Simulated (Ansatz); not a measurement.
## Calculated quadrupolar parameters for BaTiO3 under strain

The cell is a structure deposited in the COD, relaxed with PBE at fixed cell and then changed (z compressed by 3 %, ions relaxed).

```
Ba Ti O
1.0
     3.98410    0.00000    0.00000
     0.00000    2.83705    2.76043
     0.00000   -2.83705    2.76043
Ba Ti O
1 1 3
Direct
  0.00000 0.00310 0.00310
  0.50000 0.51182 0.51182
  0.00000 0.49564 0.49564
  0.50000 0.49497 0.99069
  0.50000 0.99069 0.49497
```

Sites (sets of like atoms) are named by element and the number of their first atom in this list.

The numbers come from a DFT calculation in Ansatz (PBE, plane waves and PAW, scalar-relativistic, 420 eV cutoff, Γ-centred 8×8×8 k-points, Fermi–Dirac smearing 0.02 eV).

Conventions: |V_zz| ≥ |V_yy| ≥ |V_xx|, η = (V_xx − V_yy)/V_zz, C_Q = eQV_zz/h. ν_Q = 3|C_Q|/[2I(2I − 1)].

¹³⁵Ba: I = 3/2, Q = 153.0 mb; ⁴⁹Ti: I = 7/2, Q = 247.0 mb; 17O: I = 5/2, Q = -25.58 mb. Nuclear quadrupole moments: year-2017 set (Pyykkö).

```json
{"site": "Ba", "atoms (order as listed)": "1", "first shell": "12 O at 2.72–2.84 Å", "C_Q (MHz)": "-7.56", "η": "0.54", "ν_Q (MHz)": "3.78"}
{"site": "Ti", "atoms (order as listed)": "2", "first shell": "6 O at 1.90–2.06 Å", "C_Q (MHz)": "-7.55", "η": "0.18", "ν_Q (MHz)": "0.539"}
{"site": "O3", "atoms (order as listed)": "3", "first shell": "2 Ti at 1.99 Å, angle 175°; also 4 Ba at 2.72–2.84 Å", "C_Q (MHz)": "-1.68", "η": "0.00", "ν_Q (MHz)": "0.252"}
{"site": "O4", "atoms (order as listed)": "4, 5", "first shell": "2 Ti at 1.90–2.06 Å, angle 176°; also 4 Ba at 2.79–2.83 Å", "C_Q (MHz)": "-1.25", "η": "0.17", "ν_Q (MHz)": "0.187"}
```

At O3 V_zz points along the line of its two bonds (within 1°). At O4 V_zz points along the shorter of its two bonds, to Ti (within 3°).

Without spin–orbit coupling (the program notes it for Ba) the gradients are little affected as a rule: paired runs on crystals with a gap mostly move them by under 2 % at such atoms. At this changed cell the PBE pressure is 8 GPa.
